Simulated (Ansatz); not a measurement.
Set up this calculation in Ansatz 0.2.0, as the native input.

```
Task                : density of states
Functional          : PBEsol
Potentials or basis : all-electron LAPW, scalar-relativistic
Cutoff              : 207 eV (chosen from the basis error)
Basis error allowed : 0.002 eV/atom
k mesh              : 11 × 11 × 11
Occupations         : fermi-dirac, width 0.05 eV
Spin                : no spin polarisation
Hubbard terms       : Nb d U = 4 eV
```

NbP:

```
CELL_PARAMETERS angstrom
-1.67492 1.67492 5.74011
1.67492 -1.67492 5.74011
1.67492 1.67492 -5.74011
ATOMIC_POSITIONS crystal
Nb 0.24988 0.74988 0.50000
Nb 0.49988 0.49988 0.00000
P 0.83275 0.33275 0.50000
P 0.08275 0.08275 0.00000
```

The cell is a database's computed one.

One way to write it, as run:

input.yaml

```yaml
crystal:
  lattice:
    - [-1.6749232544, 1.6749232544, 5.7401081759]
    - [1.6749232544, -1.6749232544, 5.7401081759]
    - [1.6749232544, 1.6749232544, -5.7401081759]
  atoms:
    - { symbol: Nb, position: [0.2498808, 0.7498808, 0.5] }
    - { symbol: Nb, position: [0.4998808, 0.4998808, 0.0] }
    - { symbol: P, position: [0.83274777, 0.33274777, 0.5] }
    - { symbol: P, position: [0.08274777, 0.08274777, 0.0] }
kpoints:
  mp_grid: { grid: [11, 11, 11] }
scf:
  occupations: { method: fermi_dirac, width: 0.05 }
hamiltonian:
  xc: pbesol
  pseudopotentials: { kind: all_electron, lapw: { basis_error: 0.002 } }
  hubbard:
    sites: [{ species: Nb, l: d, u_eff: 4 }]
    double_counting: fll
    projectors: ortho-atomic
output:
  forces: true
  stress: true
  eigenvalues: true
  dos: { projected: false, de: 0.1, e_range: [-10, 10] }
```

Potentials or basis: all-electron LAPW, scalar-relativistic.

Launch:

```bash
$ ansatz run input.yaml --threads 2 --pin off --max-ram 8192MiB --backend cpu --events-out ev --progress --plain --runs-dir out
```

It gave:

| Quantity | Value |
| --- | --- |
| Pressure | -4.7 GPa |
| Largest force | 0.005 eV/Å |
| Band gap on the k mesh | none (metal or under the smearing width) |

Caveat: U is the effective U less J, on atomic orbitals that reach past the spheres; U without spin polarisation on a metal has little footing; the U is typed as a test and isn't derived for this compound.

Run time: 2.6 min on 2 threads of Intel(R) Xeon(R) Processor @ 2.50GHz (Skylake/Cascade Lake), on a shared host, peak memory 0.9 GiB.
